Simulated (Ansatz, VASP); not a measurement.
# BeSe5 in VASP and in Ansatz

```xyz
6
Lattice="0.0000 4.0132 4.0132 4.0132 0.0000 4.0132 4.0132 4.0132 0.0000" Properties=species:S:1:pos:R:3 pbc="T T T"
Be    0.0000    0.0000    0.0000
Se    2.0066    2.0066    2.0066
Se    5.0198    3.0067    3.0067
Se    5.0198    5.0198    5.0198
Se    3.0067    3.0067    5.0198
Se    3.0067    5.0198    3.0067
```

Change from the starting cell: species swapped into the Be5Pd type (F-43m, No. 216).

Alike in both runs: functional PBE; k mesh 4 × 4 × 4; occupations gaussian, width 0.1 eV; no spin polarisation.

Ansatz relaxed the structure, and its values are those at the end. VASP's run is a single point on that final structure, the one shown.

|  | VASP | Ansatz |
| --- | --- | --- |
| version | VASP 6.6.1 | Ansatz 0.2.0 |
| potentials or method | VASP PAW PBE potentials, release 64 (Be, Se) | scalar-relativistic, plane waves, PAW |
| plane-wave cutoff (eV) | 520 | 420 |
| valence electrons in the cell | 32 | 82 |

```csv
,VASP,Ansatz,Ansatz less VASP
gap on the k mesh at the Fermi level (eV),none,none,-
pressure (GPa),0.0,0.0,-0.01
rms of the force components (eV/Å),0.009,0.009,+0.0001
```

A gap of «none» marks a metal or a gap that the smearing closes. The two sets of potentials don't hold the same shells in valence.
